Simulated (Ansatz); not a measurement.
Crystal: TiAl3.

```xyz
4
Lattice="-1.9111 1.9111 4.2807 1.9111 -1.9111 4.2807 1.9111 1.9111 -4.2807" Properties=species:S:1:pos:R:3 pbc="T T T"
Ti    0.0000    0.0000    0.0000
Al    1.9111    0.0000    2.1403
Al    0.0000    1.9111    2.1403
Al    0.0000    0.0000    4.2807
```

The cell comes from a database or a generator and needn't be the stable form of this composition.

Base run:

* Program: Ansatz 0.2.0
* Functional: PBE
* Potentials or basis: Ansatz PAW soft_1
* Cutoff: 420 eV
* Density cutoff: 1680 eV
* k mesh: 10 × 10 × 10
* Occupations: fermi-dirac, width 0.05 eV
* Spin: no spin polarisation

Its results: band gap on the k mesh none (metal or under the smearing width); pressure 2.1 GPa.

**Question.** The run is repeated on the same cell with these changes: functional from PBE to PBEsol; potentials or basis from Ansatz PAW soft_1 to Ansatz PAW earlier set; cutoff from 420 eV to 900 eV; density cutoff from 1680 eV to 3600 eV; valence electrons from 21 to 45. What comes out?

**Answer.** Band gap on the k mesh none (metal or under the smearing width); pressure -0.5 GPa.

Caveats: the PAW data sets come from PBE, with cores solved anew for the run's functional, which leaves a small shift of forces and pressure (some runs).

Not every run made on this cell is shown here.
